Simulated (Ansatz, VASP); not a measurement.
# Na2S in VASP and in Ansatz

INCAR

```
SYSTEM = Na2S
ALGO = Normal
EDIFF = 1E-6
ENCUT = 520
GGA = PE
ISIF = 2
ISMEAR = 0
LASPH = .TRUE.
LCHARG = .FALSE.
LREAL = .FALSE.
LWAVE = .FALSE.
NBANDS = 17
NELM = 80
PREC = Accurate
SIGMA = 0.1
```

Contents of KPOINTS:

```
k-points
0
G
  4 4 4
  0 0 0
```

File POSCAR:

```
Na2S
1.0
    0.0000000000      3.2491545700      3.2491545700
    3.2491545700      0.0000000000      3.2491545700
    3.2491545700      3.2491545700      0.0000000000
Na S
2 1
Direct
    0.2500000000      0.2500000000      0.2500000000
    0.7500000000      0.7500000000      0.7500000000
    0.0000000000      0.0000000000      0.0000000000
```

Input for Ansatz:

```yaml
crystal:
  lattice:
    - [0.0, 3.24915457, 3.24915457]
    - [3.24915457, 0.0, 3.24915457]
    - [3.24915457, 3.24915457, 0.0]
  atoms:
    - { symbol: Na, position: [0.25, 0.25, 0.25] }
    - { symbol: Na, position: [0.75, 0.75, 0.75] }
    - { symbol: S, position: [0.0, 0.0, 0.0] }
basis:
  ecutwfc: 420
kpoints:
  mp_grid: { grid: [4, 4, 4] }
hamiltonian:
  xc: pbe
scf:
  occupations: { method: gaussian, width: 0.1 }
  lower_state_search: "off"
output:
  forces: true
  stress: true
  eigenvalues: true
```

Alike in both runs: task single point; functional PBE; k mesh 4 × 4 × 4; occupations gaussian, width 0.1 eV; no spin polarisation.

|  | VASP | Ansatz |
| --- | --- | --- |
| version | VASP 6.6.1 | Ansatz 0.2.0 |
| potentials or method | VASP PAW PBE potentials, release 64 (Na_pv, S) | scalar-relativistic, plane waves, PAW |
| plane-wave cutoff (eV) | 520 | 420 |
| valence electrons in the cell | 20 | 24 |

|  | VASP | Ansatz | Ansatz less VASP |
| --- | --- | --- | --- |
| gap on the k mesh at the Fermi level (eV) | 2.55 | 2.55 | +0.002 |
| least direct gap on the mesh (eV) | 2.55 | 2.55 | +0.002 |
| pressure (GPa) | 1.0 | 1.0 | -0.03 |

The two sets of potentials don't hold the same shells in valence.

PBE gaps usually lie below the measured ones, often by a third to a half.
